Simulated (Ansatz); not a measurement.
CoPt:
Space group P4/mmm (No. 123); a = 2.6933 Å, b = 2.6933 Å, c = 3.7266 Å, α = 90.00°, β = 90.00°, γ = 90.00°

```tsv
atom	site	symmetry	x	y	z
Co	1a	4/mmm	0.0000	0.0000	0.0000
Pt	1d	4/mmm	0.5000	0.5000	0.5000
```
The run is spin-polarised.

Relaxed at zero pressure with PBE in the plane-wave PAW code Ansatz.

Q: The volume is lowered by 9 % and shape and atoms relax at that volume. What pressure results, and how do the axes share the change?

A: 26.2 GPa; a -2.7 %, b -2.7 %, c -3.9 %; the energy rises by 90 meV/atom.

Q: Give the new structure.

A: 
Space group P4/mmm (No. 123); a = b = 2.6203 Å, c = 3.5827 Å, α = β = γ = 90.00°

```
atom  site  symmetry       x       y       z
----  ----  --------  ------  ------  ------
Co      1a     4/mmm  0.0000  0.0000  0.0000
Pt      1d     4/mmm  0.5000  0.5000  0.5000
```

The phase is kept; no other phase was compared at this pressure.

The PBE relaxation kept the symmetry of its start. Magnetic state: ferromagnetic, chosen from 5 collinear starts compared on coarse meshes (ties went to the first, and starts can fall back to one state), not a proven ground state. Textbook magnetic order: ferromagnetic. Axis ratios of metals converge slowly with the k-mesh, so a and c are less sure than the volume. Scalar-relativistic: spin–orbit coupling is off unless named, which matters more the heavier the elements.

Potentials: the earlier of the program's two PAW sets.
